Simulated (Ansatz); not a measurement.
GaN: single point with PBE

The system is GaN.

```
Ga N
1.0
     0.00000    2.13524    2.13524
     2.13524    0.00000    2.13524
     2.13524    2.13524    0.00000
Ga N
1 1
Direct
  0.00000 0.00000 0.00000
  0.50000 0.50000 0.50000
```

Measurements of this composition are mostly on another form, of space group No. 186.

```
Program             : Ansatz 0.2.0
Task                : single point
Functional          : PBE
Potentials or basis : Ansatz PAW
Cutoff              : 420 eV (not typed: the program's choice for these potentials)
k mesh              : 11 × 11 × 11
Occupations         : fermi-dirac, width 0.05 eV
Spin                : no spin polarisation
```

```json
{
  "Pressure": "-0.3 GPa",
  "Band gap on the k mesh": "0.55 eV, indirect (least direct gap 2.36 eV)"
}
```

Levels at points of the mesh, in eV from the valence-band top:
```
           k point  band 6  band 7  band 8  band 9  band 10  band 11  band 12  band 13
(0.00, 0.00, 0.00)  -13.98   -0.49   -0.49   -0.49     1.87    14.44    14.44    14.44
```

It took 0.58 s on 2 threads of Intel(R) Xeon(R) Platinum 8488C (Sapphire Rapids), with other jobs on the host, peak memory 0.31 GiB.

Caveat: odd divisions of the mesh miss points on the zone boundary, where band edges often lie, so the gap on the mesh can be too wide; the pressure holds a Pulay correction of +0.6 GPa for the finite cutoff. A k mesh can miss the band edges.
